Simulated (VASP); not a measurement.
**LiSe4: relaxation of cell and atoms with PBE+D3(BJ)**

LiSe4:

```
Li Se
1.0
     5.37752    0.00000    0.00000
     0.00000    5.37752    0.00000
     0.00000    0.00000    2.67302
Li Se
1 4
Direct
  0.50000 0.50000 0.50000
  0.25000 0.75000 0.00000
  0.25000 0.25000 0.00000
  0.75000 0.75000 0.00000
  0.75000 0.25000 0.00000
```

The cell was built by a generator and needn't be a form met in nature.

```
Program                : VASP 6.6.1
Task                   : relaxation of cell and atoms
Functional             : PBE
Dispersion             : D3(BJ)
Potentials or basis    : VASP PAW PBE potentials, release 64 (Li_sv, Se)
Cutoff                 : 600 eV
k mesh                 : 4 × 4 × 6
Occupations            : gaussian, width 0.1 eV
Spin                   : no spin polarisation
Dipole correction      : no
Further INCAR settings : ALGO = Fast; EDIFF = 1e-07; IBRION = 2; EDIFFG = -0.04; NSW = 90; ISIF = 3
```

```json
{
  "Relaxed volume": "21.74 Å³/atom",
  "Relaxed cell": "a = 5.407 Å, b = 5.407 Å, c = 3.718 Å, α = 90.00°, β = 90.00°, γ = 90.00°",
  "Space group after relaxing (to 0.05 Å)": "P4/mmm (No. 123)",
  "Energy gained by relaxing": "554.0 meV/atom",
  "Ionic steps": "22",
  "Pressure after relaxing": "0.0 GPa",
  "Largest force after relaxing": "0.027 eV/Å",
  "Dispersion energy per atom": "-0.332 eV"
}
```

Forces in eV/Å, atoms in the order of the input:
```
Li   0.000  0.000  0.000
Se   0.019 -0.019  0.000
Se   0.019  0.019  0.000
Se  -0.019 -0.019  0.000
Se  -0.019  0.019  0.000
```

Stress tensor (GPa, compression positive):
```
 0.12  0.00  0.00
 0.00  0.12  0.00
 0.00  0.00 -0.25
```

Step by step:
```
step  energy change (eV)  largest force (eV/Å)  pressure (GPa)  volume (Å³)
   1              0.0000                1.4184           30.46        77.30
   2             -1.7109                0.1636           -6.71       114.93
   3             -1.9957                0.3016           -0.76       101.12
   4             -1.9960                0.2915           -1.13       101.72
   5             -2.1324                0.1269           -0.43       100.79
   6             -2.4535                0.6699            4.96        97.30
   7             -2.3558                1.0826            8.90        95.61
   8             -2.4554                0.7670            5.73        96.93
   9             -2.5031                0.8412            5.77        97.73
  10             -2.5384                0.8180            5.91        98.90
  11             -2.5089                0.9689            6.66       101.09
  12             -2.5465                0.8244            6.07        99.69
  13             -2.6338                0.6628            4.21       101.89
  14             -2.7454                0.3161           -0.04       108.12
  15             -2.7474                0.2767           -0.54       109.02
  16             -2.7474                0.2685           -0.65       109.21
  17             -2.7544                0.2306           -0.53       109.10
  18             -2.7676                0.1120           -0.14       108.78
  19             -2.7561                0.1460            0.88       108.10
  20             -2.7696                0.0456            0.11       108.59
  21             -2.7696                0.0409            0.12       108.58
  22             -2.7702                0.0270            0.00       108.71
```

Final structure:
```
Li Se
1.0
     5.40715    0.00000    0.00000
     0.00000    5.40715    0.00000
     0.00000    0.00000    3.71823
Li Se
1 4
Direct
  0.50000 0.50000 0.50000
  0.24243 0.75757 0.00000
  0.24243 0.24243 0.00000
  0.75757 0.75757 0.00000
  0.75757 0.24243 0.00000
```

Levels at points of the mesh, in eV from the Fermi level:
```tsv
k point	band 9	band 10	band 11	band 12	band 13	band 14	band 15	band 16	band 17
(0.00, 0.00, 0.00)	-4.48	-2.68	-0.35	-0.35	1.68	3.09	3.09	3.63	5.02
(0.50, 0.00, 0.00)	-2.35	-1.77	-1.71	-0.71	-0.10	0.44	0.57	3.82	3.96
(0.50, 0.50, 0.00)	-1.94	-1.39	-1.30	-1.30	-1.22	-0.91	-0.90	-0.73	-0.73
(0.00, 0.00, 0.50)	-4.13	-4.13	-2.77	-2.77	-0.20	3.35	3.35	3.77	3.86
(0.50, 0.00, 0.50)	-4.15	-2.61	-2.07	-1.87	-1.66	-0.46	0.27	4.01	4.23
(0.50, 0.50, 0.50)	-3.10	-2.07	-1.83	-1.83	-1.60	-1.19	-1.07	-0.94	-0.94
```

Run time: 23 min on 1 thread of Intel(R) Xeon(R) Platinum 8259CL CPU @ 2.50GHz (Skylake/Cascade Lake), on a shared host, peak memory 0.26 GiB.

Caveat: the k mesh is coarse (spacing up to 0.39 Å⁻¹), so the values aren't converged; the cutoff is under 1.25 times the usual one of these potentials, so pressure, stress and relaxed cells hold a basis-set (Pulay) error; the volume moved by over 15 % at a fixed basis, so the end points are rough; the bands computed are all filled at some k points, so no gap is given.
